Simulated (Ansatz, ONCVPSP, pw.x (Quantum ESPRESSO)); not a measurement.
Si: one change to the ONCV potential, in the atom and in the diamond crystal

Si (Z = 14), optimised norm-conserving Vanderbilt (ONCV), made with ONCVPSP 4.0.1.1 (patched build) (PBEsol, scalar-relativistic). Core [Ne], reference 3s2 (charge +2). Waves: 3s: rc 1.60 bohr, ncon 4, nbas 7, qcut 3.3 1/bohr, 2 projectors, debl 2.4 Ha; p scattering state at 0.25 Ha: rc 1.65 bohr, ncon 4, nbas 7, qcut 5.3 1/bohr, 2 projectors, debl 2.7 Ha; d scattering state at 0.4 Ha: rc 1.40 bohr, ncon 5, nbas 8, qcut 7.2 1/bohr, 2 projectors, debl 1.6 Ha. Local part: polynomial inside 1.15 bohr (lpopt 5, dvloc0 2 Ha). Core correction: none.

In the p channel the program set the typed energies aside and used 0.050, 2.750 Ha.

Change: core correction Teter function, fcfact 3.75, rcfact 1.55.

Cutoffs, loose and tight: the cutoffs (Ha) at which the residual kinetic energy of the hardest occupied pseudo-wave falls to 1 and 0.1 mHa per electron. They do not see the model core or the augmentation charge, which bear on the density cutoff. Test errors are all-electron minus pseudo excitation energies from the reference, over the configurations 3s2 3p2; 3s2 3p1; 3s1; 3s1 3p3; variants that change the core or the reference have their own tests.

Crystal test: diamond Si in pw.x 7.5, no spin, 9³ k-points, Fermi–Dirac smearing 0.01 Ry, cutoffs set for each file from its atomic test. The reference is all-electron LAPW (Ansatz 0.2.0) with the same functional, mesh and smearing; V0 and B0 come from Birch–Murnaghan fits to the pressures at five volumes. Errors are pseudo minus all-electron; Δ is the rms difference of the E(V) curves that follow from these fits, minima aligned, over ±6 % about the mean V0. Mesh and smearing are coarse, so the numbers serve the comparison and aren't converged zero-temperature values; the lattice is a test structure that the element need not adopt.

All-electron: a0 = 5.432 Å (V0 = 20.04 Å³/atom), B0 = 93.4 GPa.

Task: Does the change bring the crystal closer to the all-electron result?

Result: The mean pressure error goes from -1.14 to -0.91 GPa, so the change moves the solid closer to the all-electron pressures. The B0 error goes the other way, from +0.9 to +4.0 %.

| quantity | base | changed |
| --- | --- | --- |
| outcome (atom) | generated, projector energies reset by the program | generated, projector energies reset by the program |
| cutoff, loose (atom) | 17 Ha | 17 Ha |
| cutoff, tight (atom) | 40 Ha | 40 Ha |
| bound ghosts (atom) | none | none |
| largest test error (meV) (atom) | +81 | +89 |
| cutoffs in pw.x (Ry) | 95/380 | 95/380 |
| a0 (Å) | 5.410 | 5.415 |
| a0 error (%) | -0.41 | -0.32 |
| B0 error (%) | +0.9 | +4.0 |
| Δ (meV/atom) | 5.0 | 4.0 |
| mean pressure error (GPa) | -1.14 | -0.91 |
